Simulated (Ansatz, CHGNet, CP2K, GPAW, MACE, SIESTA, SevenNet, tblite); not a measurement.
## CP2K on 1T-ZrSe2/h-AlN heterobilayer (77 atoms): settings against a plane-wave reference

How near does CP2K come to plane waves for 1T-ZrSe2/h-AlN heterobilayer (77 atoms)?

Program: CP2K 2026.2. Level of theory: the method is named at each step. Results are calculated unless marked as measured.

## (1) Starting point

The cell holds 77 atoms: 13 Zr, 26 Se, 19 Al and 19 N. Its edges and angles: a = 13.618 Å, b = 13.618 Å, c = 22.410 Å, α = 90.0°, β = 90.0°, γ = 120.0°. 13 cells of 1T-ZrSe2 (a = 3.77 Å, strained +0.19 %) and 19 cells of h-AlN (a = 3.13 Å, -0.19 %) on one hexagonal cell, twist 9.52 deg; facing planes 3.23 Å apart; 16 Å of vacuum; displaced by a Gaussian of 0.01 Å. Then every atom was moved at random, 0.05 Å r.m.s. a Cartesian component. Regions: layer 1, 39 atoms (13 Zr and 26 Se); layer 2, 38 atoms (19 Al and 19 N). Vacuum lies along c.

The yardstick, on the same geometry:

- method: Kohn-Sham DFT, PBE, PAW, plane waves (Ansatz 0.2.0); cutoff 420 eV, Γ point, fermi-dirac smearing of 0.05 eV; PAW set soft_2
- r.m.s. force component: 1.339 eV/Å
- longest force: 7.158 eV/Å
- gap (highest filled to lowest empty level): 0.5804 eV
- SCF cycles: 12
- time: 66 s on 4 threads of Arm Neoverse V1, shared host
- CPU time: 4.3 min

## (2) PBE, DZVP-UZH, 210/50 Ry, diagonalisation

Method: Kohn-Sham DFT, PBE, GTH-PBE pseudopotentials, Gaussian and plane waves, DZVP-MOLOPT (UZH set), diagonalisation.

input.inp

```
&GLOBAL
  PROJECT cell
  RUN_TYPE ENERGY_FORCE
  PRINT_LEVEL LOW
&END GLOBAL
&FORCE_EVAL
  METHOD QS
  &DFT
    BASIS_SET_FILE_NAME BASIS_MOLOPT_UZH
    POTENTIAL_FILE_NAME POTENTIAL_UZH
    &MGRID
      CUTOFF 210
      REL_CUTOFF 50
    &END MGRID
    &QS
      EPS_DEFAULT 1.0E-12
    &END QS
    &SCF
      SCF_GUESS ATOMIC
      EPS_SCF 5.0E-06
      MAX_SCF 200
      ADDED_MOS 42
      &DIAGONALIZATION
        ALGORITHM STANDARD
      &END DIAGONALIZATION
      &SMEAR ON
        METHOD FERMI_DIRAC
        ELECTRONIC_TEMPERATURE [K] 580
      &END SMEAR
      &MIXING
        METHOD BROYDEN_MIXING
        ALPHA 0.2
        NBROYDEN 12
        BETA 0.05
      &END MIXING
      &PRINT
        &RESTART OFF
        &END RESTART
      &END PRINT
    &END SCF
    &XC
      &XC_FUNCTIONAL PBE
      &END XC_FUNCTIONAL
    &END XC
    &PRINT
      &MULLIKEN ON
      &END MULLIKEN
      &HIRSHFELD ON
        SHAPE_FUNCTION DENSITY
      &END HIRSHFELD
      &MO ON
        EIGENVALUES T
        OCCUPATION_NUMBERS T
        MO_INDEX_RANGE 221 244
        &EACH
          QS_SCF 0
        &END EACH
        ADD_LAST NUMERIC
      &END MO
    &END PRINT
  &END DFT
  &SUBSYS
    &CELL
      A 13.61810 0.00000 0.00000
      B -6.80905 11.79362 0.00000
      C 0.00000 0.00000 22.41000
    &END CELL
    &COORD
      Zr -4.21814 9.18239 9.58677
      Se -2.67909 10.59279 11.15413
      Se -2.13716 8.46275 7.93717
      Zr -1.53857 6.33317 9.63294
      Se -0.01661 7.82460 11.14853
      Se 0.51510 5.71318 8.05281
      Zr -0.51973 9.99427 9.57288
      Se 1.10259 11.40761 11.12813
      Se 1.61797 9.37829 8.02121
      Zr 6.79005 11.74609 9.64280
      Se 1.56499 1.53600 11.11738
      Se -4.74958 11.17493 7.87577
      Zr 1.16217 3.63975 9.62016
      Se 2.54767 5.15829 11.15973
      Se 3.04712 3.02400 7.94793
      Zr 2.03509 7.15071 9.62330
      Se 3.71951 8.76903 11.17654
      Se 4.24013 6.63934 8.02278
      Zr 3.13822 10.90591 9.64190
      Se 11.56953 0.55359 11.21240
      Se 5.24998 10.21434 8.04721
      Zr 3.67369 0.92096 9.57691
      Se 5.22506 2.49777 11.18438
      Se 5.80090 0.31607 8.00530
      Zr 4.74659 4.43204 9.60941
      Se 6.32942 6.05107 11.24422
      Se 6.79707 3.89402 7.99006
      Zr 5.74289 8.14727 9.59753
      Se 7.29488 9.71877 11.20433
      Se 7.79003 7.48576 8.07007
      Zr 7.29447 1.72694 9.56817
      Se 8.86375 3.30717 11.25565
      Se 9.44456 1.23503 8.01987
      Zr 8.42000 5.45750 9.63115
      Se -3.68635 6.98548 11.24623
      Se 10.48995 4.81050 8.05079
      Zr 11.03693 2.71159 9.52806
      Se -1.00175 4.22259 11.13575
      Se -0.47622 2.18866 8.07993
      Al 4.36167 9.21306 14.46140
      N 5.05626 7.61278 14.40672
      Al 6.51197 4.24393 14.43495
      N 7.27969 2.70923 14.41859
      Al 6.89641 7.29943 14.38789
      N 7.58065 5.85247 14.45647
      Al 7.17259 10.49738 14.39462
      N 7.88522 8.88496 14.32514
      Al 1.87977 11.18943 14.35248
      N 2.52772 9.47771 14.39887
      Al 9.01559 2.46227 14.39574
      N 9.81375 0.91448 14.43271
      Al 9.30940 5.57331 14.32671
      N 10.11893 3.95063 14.42823
      Al -3.89702 8.63423 14.41254
      N -3.15021 6.91212 14.48403
      Al 11.50872 0.61858 14.39372
[... 17 atom lines left out ...]
      Al 3.99358 6.25097 14.41142
      N 4.74237 4.48158 14.44235
      Al 6.06863 1.20389 14.48538
      N 0.02921 11.33308 14.41971
    &END COORD
    &KIND Zr
      BASIS_SET DZVP-MOLOPT-PBE-GTH-q12
      POTENTIAL GTH-PBE-q12
    &END KIND
    &KIND Se
      BASIS_SET DZVP-MOLOPT-PBE-GTH-q6
      POTENTIAL GTH-PBE-q6
    &END KIND
    &KIND Al
      BASIS_SET DZVP-MOLOPT-PBE-GTH-q3
      POTENTIAL GTH-PBE-q3
    &END KIND
    &KIND N
      BASIS_SET DZVP-MOLOPT-PBE-GTH-q5
      POTENTIAL GTH-PBE-q5
    &END KIND
  &END SUBSYS
  &PRINT
    &FORCES ON
    &END FORCES
  &END PRINT
&END FORCE_EVAL
```

Run with:

```bash
OMP_NUM_THREADS=2 cp2k.psmp -i input.inp > output.txt
```

Numbers of over 12 decimals in the logs are rounded to 6 here.

The program printed:

```text
CP2K| version string:                                       CP2K version 2026.2
 CP2K| Input file name                                                 input.inp
 GLOBAL| Basis set file name                                    BASIS_MOLOPT_UZH
 GLOBAL| Potential file name                                       POTENTIAL_UZH
 GLOBAL| Run type                                                   ENERGY_FORCE
 GLOBAL| Total number of message passing processes                             1
 GLOBAL| Number of threads for this process                                    2
 TOTAL NUMBERS AND MAXIMUM NUMBERS
  Total number of            - Atomic kinds:                                   4
                             - Atoms:                                         77
                             - Shell sets:                                    77
                             - Shells:                                       424
                             - Primitive Cartesian functions:                366
                             - Cartesian basis functions:                   1299
                             - Spherical basis functions:                   1170
  Maximum angular momentum of- Orbital basis functions:                        3
                             - Local part of the GTH pseudopotential:          2
                             - Non-local part of the GTH pseudopotential:      4
 SCF PARAMETERS         Density guess:                                    ATOMIC
                        max_scf:                                             200
                        eps_scf:                                        5.00E-06
                        added MOs                                        42    0
                        Mixing method:                            BROYDEN_MIXING
                                                charge density mixing in g-space
                        Smear method:                                FERMI_DIRAC
                        Electronic temperature [K]:                        580.0
                        Electronic temperature [a.u.]:                  1.84E-03
                        Accuracy threshold:                             1.00E-10
 Extrapolation method: initial_guess
 Number of electrons:                                                        464
 Number of occupied orbitals:                                                232
 Number of molecular orbitals:                                               274
 Number of orbital functions:                                               1170
 Number of independent orbital functions:                                   1170
 SCF WAVEFUNCTION OPTIMIZATION
  Step     Update method      Time    Convergence         Total energy    Change
     1 NoMix/Diag. 0.20E+00    5.7     1.90083715     -1086.0560845036 -1.09E+03
     2 Broy./Diag. 0.20E+00    9.3     0.24950128     -1047.7960052983  3.83E+01
     3 Broy./Diag. 0.20E+00    9.3     0.35748632     -1072.6048883085 -2.48E+01
     4 Broy./Diag. 0.20E+00    9.3     0.26517792     -1085.1827782381 -1.26E+01
[...]
18 Broy./Diag. 0.20E+00    9.6     0.00000641     -1082.9727791090 -1.47E-04
    19 Broy./Diag. 0.20E+00    9.6     0.00000068     -1082.9728161513 -3.70E-05
  *** SCF run converged in    19 steps ***
  Electronic density on regular grids:       -464.0000002099       -0.0000002099
  Core density on regular grids:              463.9999999993       -0.0000000007
  Total charge density on r-space grids:       -0.0000002106
  Total charge density g-space grids:          -0.0000002106
  Overlap energy of the core charge distribution:               1.97898e-07
  Self energy of the core charge distribution:              -2203.790509
  Core Hamiltonian energy:                                    525.601001
  Hartree energy:                                             790.428851
  Exchange-correlation energy:                               -195.211944
  Electronic entropic energy:                                  -0.000215549
  Fermi energy:                                                -0.024527
  Total energy:                                             -1082.972816
  Total energy (extrapolated to T->0):                      -1082.972708
 MO| EIGENVALUES AND OCCUPATION NUMBERS
 MO|
 MO|  Index      Eigenvalue [a.u.]        Eigenvalue [eV]             Occupation
 MO|    221              -0.064046              -1.742777               2.000000
 MO|    222              -0.063142              -1.718192               2.000000
 MO|    223              -0.059944              -1.631153               2.000000
[...]
MO|    243               0.001535               0.041758               0.000001
 MO|    244               0.003055               0.083130               0.000001
 MO| Sum:                                                             464.000000
 MO| E(Fermi):           -0.024527 a.u.         -0.667417 eV
 !-----------------------------------------------------------------------------!
                     Mulliken Population Analysis
 #  Atom  Element  Kind  Atomic population                           Net charge
       1     Zr       1         12.111812                             -0.111812
       2     Se       2          5.957313                              0.042687
       3     Se       2          5.961495                              0.038505
[...]
76     Al       3          1.924616                              1.075384
      77     N        4          6.123463                             -1.123463
 # Total charge                            464.000000                  0.000000
 !-----------------------------------------------------------------------------!
 !-----------------------------------------------------------------------------!
                           Hirshfeld Charges
  #Atom  Element  Kind  Ref Charge     Population                    Net charge
      1       Zr     1      12.000         11.747                         0.253
      2       Se     2       6.000          6.070                        -0.070
      3       Se     2       6.000          6.139                        -0.139
[...]
76       Al     3       3.000          2.551                         0.449
     77       N      4       5.000          5.472                        -0.472
  Total Charge                                                            0.000
 !-----------------------------------------------------------------------------!
 ENERGY| Total FORCE_EVAL ( QS ) energy [hartree]          -1082.972794
 FORCES| Atomic forces [hartree/bohr]
 FORCES|   Atom     x               y               z               |f|
 FORCES|      1 -5.08830207E-04 -1.62503862E-02 -1.06546856E-02   1.94385258E-02
 FORCES|      2  7.96770408E-03  5.25140034E-03  4.92352296E-03   1.07379045E-02
 FORCES|      3  3.58097000E-03  1.04522041E-03  1.03511965E-02   1.10028679E-02
[...]
FORCES|     76  1.15141915E-01  5.03732865E-03 -2.27858503E-03   1.15274573E-01
 FORCES|     77  1.90254380E-02  2.74734440E-02  5.47079818E-03   3.38627679E-02
 FORCES| Sum    -9.40193637E-04 -7.27731628E-03  7.62650920E-03
 FORCES| Total atomic force                                       1.05833331E-02
```

Elapsed: 3.3 min, on 2 threads of Arm Neoverse V1, shared host; peak memory 2.5 GiB.

Banners, paths, timers and routine set-up lines are dropped from the logs unmarked, and long logs keep their key lines alone; longer cuts are marked.

Numbers from this run, and their distance from the reference:

```yaml
r_m_s_force_component: 1.325 eV/Å
r_m_s_difference_of_force_components: 66.34 meV/Å
longest_difference_of_force_vectors: 253.8 meV/Å
force_difference_over_r_m_s_force: 4.953 %
slope_of_forces_against_the_reference_s: 0.9883
correlation_of_force_components: 0.9988
spacing_of_highest_filled_and_lowest_empty_level: 0.573 eV
gap_difference: -0.0074 eV
```

This is a coarse setting, run to see what it loses.

Length of the force difference by element (eV/Å):

```csv
element,atoms,mean,most
Al,19,0.068,0.18
N,19,0.13,0.25
Se,26,0.14,0.16
Zr,13,0.047,0.071
```

Levels nearest the highest filled one (eV from it): -0.80, -0.78, -0.69, -0.65, -0.59, -0.53, -0.49, -0.38, -0.37, -0.30, -0.26, 0.00, 0.57, 0.63, 0.67, 0.70, 0.74, 0.76, 0.85, 0.86, 0.88, 0.95, 0.98, 1.03.

Local excerpt of 10 atoms (numbers count through the whole input) about Al44, which bears the longest force; x, y, z are measured from there.

```csv
atom,x,y,z,distance (Å),bonds,Hirshfeld charge (e),Fx,Fy,Fz (eV/Å)
Al44,0.00,0.00,0.00,0.00,3,0.44,-3.00,6.30,-0.24
N45,0.68,-1.45,0.07,1.60,3,-0.49,0.86,-6.25,0.17
N41,-1.84,0.31,0.02,1.87,3,-0.48,1.97,-0.02,0.18
N47,0.99,1.59,-0.06,1.87,3,-0.47,0.97,-1.37,0.35
Al52,2.41,-1.73,-0.06,2.97,3,0.42,1.58,-1.10,0.56
Al42,-0.38,-3.06,0.05,3.08,3,0.45,-0.05,2.74,0.04
Al74,-2.90,-1.05,0.02,3.09,3,0.44,0.26,-2.99,0.13
Al54,2.82,1.33,0.02,3.12,3,0.44,-0.41,-1.14,0.00
Al40,-2.53,1.91,0.07,3.18,3,0.44,-0.87,1.80,-0.28
Al46,0.28,3.20,0.01,3.21,3,0.44,1.20,1.81,-0.02
```

Forces lie 5.0 % from the reference's, at 1.5 times its CPU time (on 2 against 4 cores).

The forces add up to 0.54 eV/Å instead of zero, usually a sign of too coarse a grid.

## (3) Summary of results

| Property | Result |
| --- | --- |
| force difference from the reference | CP2K PBE, DZVP-UZH, 210/50 Ry, diagonalisation (coarse), 5.0 % |
| its CPU time | 6.2 min |

Runs with settings chosen to be coarse differ by 5.0 % (CP2K PBE, DZVP-UZH, 210/50 Ry, diagonalisation), their programs' other errors included. PBE gaps agree with the reference's 0.580 eV within 0.008 eV. These are spacings on the run's k-points, which needn't hold the band edges. The potentials hold different valence shells: 724 electrons in the reference, 464 in CP2K with DZVP-UZH; this bears on time and differences. The reference's PBE has no dispersion term, which matters for the binding between molecules or layers. The electronic-structure runs sample only Γ, in a cell whose shortest periodic width is 12 Å.

[Also dropped from logs without a mark: logging warnings of Python, and SIESTA's first energy breakdown and zero terms.]

[Logs are printed without paths, hosts, clocks, repeated set-up lines and the standing remarks that a program may print on its own settings, such as how far it seeks lower states.]

[Hosts, paths, dates, database ids (printed as entryN), source tags and the programs' standing remarks are cut or masked in the printed files.]
